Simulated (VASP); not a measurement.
# Sn (Fd-3m) in VASP: band structure with PBE

Aim: the band structure of Sn with PBE.

Everything below comes from runs of VASP 6.6.1. Logs are shortened: lines on timing, memory, paths and dates and some standing lists are left out, and cuts for length are marked.

**1. Starting point**

It takes space group Fd-3m (No. 227, cubic). Conventional cell: a = 6.650 Å, b = 6.650 Å, c = 6.650 Å, α = 90.00°, β = 90.00°, γ = 90.00°. Sn (site symmetry -43m) has 4 Sn at 2.88 Å as nearest neighbours.

This isn't the form of Sn at room conditions, which is tetragonal (white tin).

**2. Band structure, PBE**

INCAR

```
  PREC = Accurate
  ENCUT = 520
  EDIFF = 1E-7
  ISMEAR = 0
  SIGMA = 0.02
  LREAL = F
  LASPH = T
  NELM = 60
  ALGO = Fast
  ISIF = 2
  LWAVE = F
  LCHARG = F
  GGA = PE
  NBANDS = 21
  AMIX = 0.2
```

KPOINTS

```
regular mesh
0
Gamma
  8 8 8
```

POSCAR

```
Sn                                      
1.0
    0.0000000000      3.3250261995      3.3250261995
    3.3250261995      0.0000000000      3.3250261995
    3.3250261995      3.3250261995     -0.0000000000
  Sn            
     2
Direct
     0.0000000000000000    0.0000000000000000    0.0000000000000000
     0.2500000000000000    0.2500000000000000    0.2500000000000000
```

KPOINTS_OPT

```
path GXWKGLUWLK,UX
15
line-mode
reciprocal
 0.0000000000  0.0000000000  0.0000000000  G
 0.5000000000  0.0000000000  0.5000000000  X

 0.5000000000  0.0000000000  0.5000000000  X
 0.5000000000  0.2500000000  0.7500000000  W

 0.5000000000  0.2500000000  0.7500000000  W
 0.3750000000  0.3750000000  0.7500000000  K

 0.3750000000  0.3750000000  0.7500000000  K
 0.0000000000  0.0000000000  0.0000000000  G

 0.0000000000  0.0000000000  0.0000000000  G
 0.5000000000  0.5000000000  0.5000000000  L

 0.5000000000  0.5000000000  0.5000000000  L
 0.6250000000  0.2500000000  0.6250000000  U

 0.6250000000  0.2500000000  0.6250000000  U
 0.5000000000  0.2500000000  0.7500000000  W

 0.5000000000  0.2500000000  0.7500000000  W
 0.5000000000  0.5000000000  0.5000000000  L

 0.5000000000  0.5000000000  0.5000000000  L
 0.3750000000  0.3750000000  0.7500000000  K

 0.6250000000  0.2500000000  0.6250000000  U
 0.5000000000  0.0000000000  0.5000000000  X
```

Potentials or basis: VASP PAW PBE potentials, release 64 (Sn_d).

Command:

```bash
> cat potpaw_PBE.64/Sn_d/POTCAR > POTCAR
> mpirun -np 1 vasp_std > vasp.out
```

OUTCAR:

```text
PREC = Accurate
   ENCUT = 520
   EDIFF = 1E-7
   ISMEAR = 0
   LREAL = F
   LASPH = T
   NELM = 60
   ISIF = 2
   GGA = PE
   AMIX = 0.2

 ion  position               nearest neighbor table
   1  0.000  0.000  0.000-   2 2.88   2 2.88   2 2.88   2 2.88
   2  0.250  0.250  0.250-   1 2.88   1 2.88   1 2.88   1 2.88

  LATTYP: Found a face centered cubic cell.
 ALAT       =     6.6500523990

  Lattice vectors:

 A1 = (   0.0000000000,   3.3250261995,   3.3250261995)
 A2 = (   3.3250261995,   0.0000000000,   3.3250261995)
 A3 = (   3.3250261995,   3.3250261995,   0.0000000000)

Analysis of symmetry for initial positions (statically):
=====================================================================
 Subroutine PRICEL returns:
 Original cell was already a primitive cell.

 Routine SETGRP: Setting up the symmetry group for a
 face centered cubic supercell.

 Subroutine GETGRP returns: Found 48 space group operations
 (whereof 24 operations were pure point group operations)
 out of a pool of 48 trial point group operations.

The static configuration has the point symmetry T_d .
 The point group associated with its full space group is O_h .

Analysis of symmetry for dynamics (positions and initial velocities):
=====================================================================
 Subroutine PRICEL returns:
 Original cell was already a primitive cell.

 Routine SETGRP: Setting up the symmetry group for a
 face centered cubic supercell.

 Subroutine GETGRP returns: Found 48 space group operations
 (whereof 24 operations were pure point group operations)
 out of a pool of 48 trial point group operations.

The dynamic configuration has the point symmetry T_d .
 The point group associated with its full space group is O_h .

 Subroutine INISYM returns: Found 48 space group operations
 (whereof 24 operations are pure point group operations),
 and found     1 'primitive' translations

----------------------------------------------------------------------------------------

                                     Primitive cell

  volume of cell :      73.5216

  direct lattice vectors                    reciprocal lattice vectors
     0.000000000  3.325026199  3.325026199    -0.150374755  0.150374755  0.150374755
     3.325026199  0.000000000  3.325026199     0.150374755 -0.150374755  0.150374755
     3.325026199  3.325026199  0.000000000     0.150374755  0.150374755 -0.150374755

  length of vectors
     4.702297147  4.702297147  4.702297147     0.260456716  0.260456716  0.260456716

  position of ions in fractional coordinates (direct lattice)
     0.000000000  0.000000000  0.000000000
     0.250000000  0.250000000  0.250000000

  ion indices of the primitive-cell ions
   primitive index   ion index
                 1           1
                 2           2

----------------------------------------------------------------------------------------

 KPOINTS: regular mesh

Automatic generation of k-mesh.
 Grid dimensions read from file:
 generate k-points for:    8    8    8

 Generating k-lattice:

  Cartesian coordinates                     Fractional coordinates (reciprocal lattice)
    -0.018796844  0.018796844  0.018796844     0.125000000  0.000000000  0.000000000
     0.018796844 -0.018796844  0.018796844     0.000000000  0.125000000  0.000000000
     0.018796844  0.018796844 -0.018796844     0.000000000  0.000000000  0.125000000

  Length of vectors
     0.032557089  0.032557089  0.032557089

  Shift w.r.t. Gamma in fractional coordinates (k-lattice)
     0.000000000  0.000000000  0.000000000

 Subroutine IBZKPT returns following result:
 ===========================================

 Found     29 irreducible k-points:

 Following reciprocal coordinates:
            Coordinates               Weight
  0.000000  0.000000  0.000000      1.000000
  0.125000  0.000000  0.000000      8.000000
  0.250000  0.000000  0.000000      8.000000
  0.375000  0.000000  0.000000      8.000000
  0.500000  0.000000  0.000000      4.000000
  0.125000  0.125000  0.000000      6.000000
[... 16 lines left out ...]
  0.500000  0.250000  0.125000     48.000000
 -0.375000  0.250000  0.125000     24.000000
 [... further k-points ...]
   k-points           NKPTS =     29   k-points in BZ     NKDIM =     29   number of bands    NBANDS=     21
   number of dos      NEDOS =    301   number of ions     NIONS =      2
   total plane-waves  NPLWV =  46656
   dimension x,y,z NGX =    36 NGY =   36 NGZ =   36
   dimension x,y,z NGXF=    72 NGYF=   72 NGZF=   72
   ions per type =               2
   NGX,Y,Z   is equivalent  to a cutoff of  12.73, 12.73, 12.73 a.u.
   NGXF,Y,Z  is equivalent  to a cutoff of  25.46, 25.46, 25.46 a.u.
 SYSTEM =  unknown system
   PREC   = accura    normal or accurate (medium, high low for compatibility)
   ISTART =      0    job   : 0-new  1-cont  2-samecut
   ICHARG =      2    charge: 1-file 2-atom 10-const
   ISPIN  =      1    spin polarized calculation?
   LNONCOLLINEAR =      F non collinear calculations
   LSORBIT =      F    spin-orbit coupling
   LASPH  =      T    aspherical Exc in radial PAW
   ENCUT  =  520.0 eV  38.22 Ry    6.18 a.u.   8.74  8.74  8.74*2*pi/ulx,y,z
   NELM   =     60;   NELMIN=  2; NELMDL= -5     # of ELM steps
   EDIFF  = 0.1E-06   stopping-criterion for ELM
   LREAL  =      F    real-space projection
   EDIFFG = 0.1E-05   stopping-criterion for IOM
   NSW    =      0    number of steps for IOM
   IBRION =     -1    ionic relax: 0-MD 1-quasi-New 2-CG
   NFREE  =      0    steps in history (QN), initial steepest desc. (CG)
   ISIF   =      2    stress and relaxation
   ISYM   =      2    0-nonsym 1-usesym 2-fastsym
   POTIM  = 0.5000    time-step for ionic-motion
   TEBEG  =    0.0;   TEEND  =   0.0 temperature during run
   PSTRESS=    0.0 pullay stress
   NELECT =      28.0000    total number of electrons
   NUPDOWN=      -1.0000    fix difference up-down
   EMIN   =  10.00;   EMAX   =-10.00  energy-range for DOS
   EFERMI =   0.00;   METHOD = LEGACY
   ISMEAR =     0;   SIGMA  =   0.02  broadening in eV -4-tet -1-fermi 0-gaus
   EFERMI_NEDOS =   21; number of points for ismear=-14 and -15
   IALGO  =     68    algorithm
   IMIX   =      4    mixing-type and parameters
     AMIX     =   0.20;   BMIX     =  1.00
     AMIX_MAG =   0.80;   BMIX_MAG =  1.00
  volume/ion in A,a.u.               =      36.76       248.07
  Fermi-wavevector in a.u.,A,eV,Ry     =   1.186649  2.242442 19.158865  1.408137
  Thomas-Fermi vector in A             =   2.322818
   LORBIT       =      0    0 simple, 1 ext, 2 COOP (PROOUT), +10 PAW based schemes
   GGA     = PE    functional components
   LHFCALC =     F    Hartree Fock is set to
   AEXX    =    0.0000 exact exchange contribution
   IVDW    =     0    specifies the selected vdW correction
   LEPSILON=     F    determine dielectric tensor
   LRPA    =     F    only Hartree local field effects (RPA)
 non-spin polarized calculation
 RMM-DIIS sequential band-by-band and
 Gauss-broadening in eV      SIGMA  =   0.02
  energy-cutoff  :      520.00
  volume of cell :       73.52
 maximum number of plane-waves:      2006
   NGX = 17   NGY = 17   NGZ = 17

 number of electron      28.0000006 magnetization

 Free energy of the ion-electron system (eV)
  ---------------------------------------------------
  ext. energy  EPLUGINS =         0.00000000
  ---------------------------------------------------
  free energy    TOTEN  =        -7.68380673 eV

  energy without entropy =       -7.68367748  energy(sigma->0) =       -7.68374211

 E-fermi :   4.7607     XC(G=0):  -8.5562

 val. band max:        4.7578189180   @ k =   0.5000   0.0000   0.0000
 cond. band min:       4.8527083309   @ k =   0.3750   0.0000   0.0000
 fundamental gap:      0.0948894130
 Fermi energy:         4.7606806631

 k-point     1 :       0.0000    0.0000    0.0000
  band No.  band energies     occupation
      1     -16.6563      2.00000
      2     -16.6563      2.00000
      3     -16.6563      2.00000
      4     -16.6063      2.00000
      5     -16.6063      2.00000
      6     -16.3524      2.00000
[... 13 lines left out ...]
     20      12.6845      0.00000
     21      12.6845      0.00000

 k-point     2 :       0.1250    0.0000    0.0000
  band No.  band energies     occupation
      1     -16.6649      2.00000
      2     -16.6649      2.00000
      3     -16.6531      2.00000
      4     -16.5942      2.00000
      5     -16.5942      2.00000
      6     -16.3731      2.00000
[... 13 lines left out ...]
     20      11.9160      0.00000
     21      11.9160      0.00000

 k-point     3 :       0.2500    0.0000    0.0000
  band No.  band energies     occupation
      1     -16.6771      2.00000
      2     -16.6771      2.00000
      3     -16.6451      2.00000
      4     -16.5743      2.00000
      5     -16.5743      2.00000
      6     -16.3917      2.00000
[... 13 lines left out ...]
     20      11.7040      0.00000
     21      11.7040      0.00000

 k-point     4 :       0.3750    0.0000    0.0000
  band No.  band energies     occupation
      1     -16.6841      2.00000
      2     -16.6841      2.00000
      3     -16.6367      2.00000
      4     -16.5610      2.00000
      5     -16.5610      2.00000
      6     -16.4026      2.00000
[... 13 lines left out ...]
     20      12.4551      0.00000
     21      12.4551      0.00000

 k-point     5 :       0.5000    0.0000    0.0000
  band No.  band energies     occupation
      1     -16.6862      2.00000
      2     -16.6862      2.00000
      3     -16.6331      2.00000
      4     -16.5568      2.00000
      5     -16.5568      2.00000
      6     -16.4057      2.00000
[... 13 lines left out ...]
     20      13.1460      0.00000
     21      13.4676      0.00000
[... 382 lines left out ...]
     20      13.6903      0.00000
     21      15.0178      0.00000

 k-point    22 :       0.3750    0.2500    0.1250
  band No.  band energies     occupation
      1     -16.6888      2.00000
      2     -16.6881      2.00000
      3     -16.6335      2.00000
      4     -16.5651      2.00000
      5     -16.5341      2.00000
      6     -16.4473      2.00000
[... 13 lines left out ...]
     20      12.6784      0.00000
     21      13.0063      0.00000

 k-point    23 :       0.5000    0.2500    0.1250
  band No.  band energies     occupation
      1     -16.7042      2.00000
      2     -16.6948      2.00000
      3     -16.6073      2.00000
      4     -16.5472      2.00000
      5     -16.5188      2.00000
      6     -16.4591      2.00000
[... 13 lines left out ...]
     20      12.4707      0.00000
     21      13.7236      0.00000

 k-point    24 :      -0.3750    0.2500    0.1250
  band No.  band energies     occupation
      1     -16.7103      2.00000
      2     -16.6968      2.00000
      3     -16.5951      2.00000
      4     -16.5340      2.00000
      5     -16.5200      2.00000
      6     -16.4545      2.00000
[... 13 lines left out ...]
     20      13.3255      0.00000
     21      13.7006      0.00000

 [... further k-points ...]

------------------------ aborting loop because EDIFF is reached ----------------------------------------

  FORCE on cell =-STRESS in cart. coord.  units (eV):
  Direction    XX          YY          ZZ          XY          YZ          ZX
  --------------------------------------------------------------------------------------
  -------------------------------------------------------------------------------------
  Total       -0.0104529     -0.0104529     -0.0104529      0.0000000      0.0000000     -0.0000000
  in kB       -0.2277877     -0.2277877     -0.2277877      0.0000000      0.0000000     -0.0000000
  external PRESSURE =      -0.2277877 kB  Pullay stress =       0.0000000 kB

 VOLUME and BASIS-vectors are now :
 -----------------------------------------------------------------------------
  energy-cutoff  :      520.00
  volume of cell :       73.52
      direct lattice vectors                 reciprocal lattice vectors
     0.000000000  3.325026199  3.325026199    -0.150374755  0.150374755  0.150374755
     3.325026199  0.000000000  3.325026199     0.150374755 -0.150374755  0.150374755
     3.325026199  3.325026199  0.000000000     0.150374755  0.150374755 -0.150374755

 POSITION                                       TOTAL-FORCE (eV/Angst)
 -----------------------------------------------------------------------------------
      0.00000      0.00000      0.00000         0.000000     -0.000000     -0.000000
      1.66251      1.66251      1.66251        -0.000000      0.000000      0.000000
 -----------------------------------------------------------------------------------
    total drift:                                0.000000      0.000000      0.000000

  FREE ENERGIE OF THE ION-ELECTRON SYSTEM (eV)
  ---------------------------------------------------
  free  energy   TOTEN  =        -7.6838067284 eV

  energy  without entropy=       -7.6836774823  energy(sigma->0) =       -7.68374211
```

Run time: 3.4 min. Hardware: 1 thread of Intel Xeon Platinum 8488C (Sapphire Rapids), shared host; peak memory 0.24 GiB.

Results:

* Free energy: -7.6838 eV
* Pressure: 0.0 GPa
* Band gap along the path: none (metal or under the smearing width)

Levels at the corners of the path, in eV from the Fermi level:
```tsv
point	band 10	band 11	band 12	band 13	band 14	band 15	band 16	band 17	band 18	band 19
Γ	-21.11	-10.00	-1.00	0.22	0.22	0.22	2.28	2.28	2.28	5.10
X	-21.05	-7.14	-7.14	-2.09	-2.09	1.04	1.04	7.40	7.40	8.93
X	-21.05	-7.14	-7.14	-2.09	-2.09	1.04	1.04	7.40	7.40	8.93
W	-21.04	-7.09	-7.09	-2.61	-2.61	3.35	3.35	4.15	4.15	8.76
W	-21.04	-7.09	-7.09	-2.61	-2.61	3.35	3.35	4.15	4.15	8.76
K	-21.04	-7.53	-6.68	-2.91	-1.77	1.27	3.39	5.59	5.88	6.66
K	-21.04	-7.53	-6.68	-2.91	-1.77	1.27	3.39	5.59	5.88	6.66
Γ	-21.11	-10.00	-1.00	0.22	0.22	0.22	2.28	2.28	2.28	5.10
Γ	-21.11	-10.00	-1.00	0.22	0.22	0.22	2.28	2.28	2.28	5.10
L	-21.07	-8.52	-5.90	-0.87	-0.87	0.00	3.33	3.33	5.83	8.34
L	-21.07	-8.52	-5.90	-0.87	-0.87	0.00	3.33	3.33	5.83	8.34
U	-21.04	-7.53	-6.68	-2.91	-1.77	1.27	3.39	5.59	5.88	6.66
U	-21.04	-7.53	-6.68	-2.91	-1.77	1.27	3.39	5.59	5.88	6.66
W	-21.04	-7.09	-7.09	-2.61	-2.61	3.35	3.35	4.15	4.15	8.76
W	-21.04	-7.09	-7.09	-2.61	-2.61	3.35	3.35	4.15	4.15	8.76
L	-21.07	-8.52	-5.90	-0.87	-0.87	0.00	3.33	3.33	5.83	8.34
L	-21.07	-8.52	-5.90	-0.87	-0.87	0.00	3.33	3.33	5.83	8.34
K	-21.04	-7.53	-6.68	-2.91	-1.77	1.27	3.39	5.59	5.88	6.66
U	-21.04	-7.53	-6.68	-2.91	-1.77	1.27	3.39	5.59	5.88	6.66
X	-21.05	-7.14	-7.14	-2.09	-2.09	1.04	1.04	7.40	7.40	8.93
```

Caveat: spin-orbit coupling is left out, which moves the levels of the heavy elements.
